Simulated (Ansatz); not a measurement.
Set up this calculation in Ansatz 0.2.0, as the native input.

| Property | Result |
| --- | --- |
| Task | band structure |
| Functional | revPBE |
| Potentials or basis | Ansatz PAW |
| Cutoff | 420 eV (not typed: the program's choice for these potentials) |
| k mesh | 7 × 7 × 7 |
| Occupations | fermi-dirac, width 0.05 eV |
| Spin | no spin polarisation |
| Path | [["G", "X", "M", "G", "Z", "R", "A", "Z"], ["X", "R"], ["M", "A"]] |
| Points for each segment of the path | 14 |

Crystal: BaTiO3.

```xyz
5
Lattice="3.9998 0.0000 0.0000 0.0000 3.9998 0.0000 0.0000 0.0000 4.0180" Properties=species:S:1:pos:R:3 pbc="T T T"
Ba    0.0000    0.0000    0.0000
Ti    1.9999    1.9999    1.9688
O     0.0000    1.9999    2.0773
O     1.9999    0.0000    2.0773
O     1.9999    1.9999    0.0763
```

The input as run:

input.yaml

```yaml
crystal:
  lattice:
    - [3.9998, 0.0, 0.0]
    - [0.0, 3.9998, 0.0]
    - [0.0, 0.0, 4.018]
  atoms:
    - { symbol: Ba, position: [0.0, 0.0, 0.0] }
    - { symbol: Ti, position: [0.5, 0.5, 0.49] }
    - { symbol: O, position: [0.0, 0.5, 0.517] }
    - { symbol: O, position: [0.5, 0.0, 0.517] }
    - { symbol: O, position: [0.5, 0.5, 0.019] }
hamiltonian:
  xc: revpbe
  pseudopotentials: { kind: paw }
kpoints:
  mp_grid: { grid: [7, 7, 7] }
  band_path:
    path:
      - [[0.0, 0.0, 0.0], [0.0, 0.5, 0.0], [0.5, 0.5, 0.0], [0.0, 0.0, 0.0], [0.0, 0.0, 0.5], [0.0, 0.5, 0.5], [0.5, 0.5, 0.5], [0.0, 0.0, 0.5]]
      - [[0.0, 0.5, 0.0], [0.0, 0.5, 0.5]]
      - [[0.5, 0.5, 0.0], [0.5, 0.5, 0.5]]
    npoints: 14
scf:
  occupations: { method: fermi_dirac, width: 0.05 }
  n_extra_bands: 12
output:
  forces: true
  stress: true
  eigenvalues: true
  fatbands: false
  write_density: true
  write_potential: true
  elf: true
  volumetric_format: npy
```

Potentials or basis: Ansatz PAW.

Command:

```bash
$ ansatz run input.yaml --threads 2 --pin off --max-ram 5120MiB --backend cpu --events-out ev --progress --plain --runs-dir out
```

Results of the run:

```json
{"Pressure": "5.5 GPa", "Largest force": "0.297 eV/Å", "Band gap on the k mesh": "1.96 eV, indirect (least direct gap 2.11 eV)", "Band gap along the path": "1.86 eV, indirect (least direct gap 2.11 eV)"}
```

Caveat: the k mesh misses the band edges, so the gap on the mesh is wider than the one along the path; the pressure holds a Pulay correction of +0.5 GPa for the finite cutoff; spin-orbit coupling is left out, which moves the levels of the heavy elements; the PAW data sets come from PBE, with cores solved anew for the run's functional, which leaves a small shift of forces and pressure.

It took 15 s on 2 threads of Arm Neoverse V1 (shared host), peak memory 0.43 GiB.
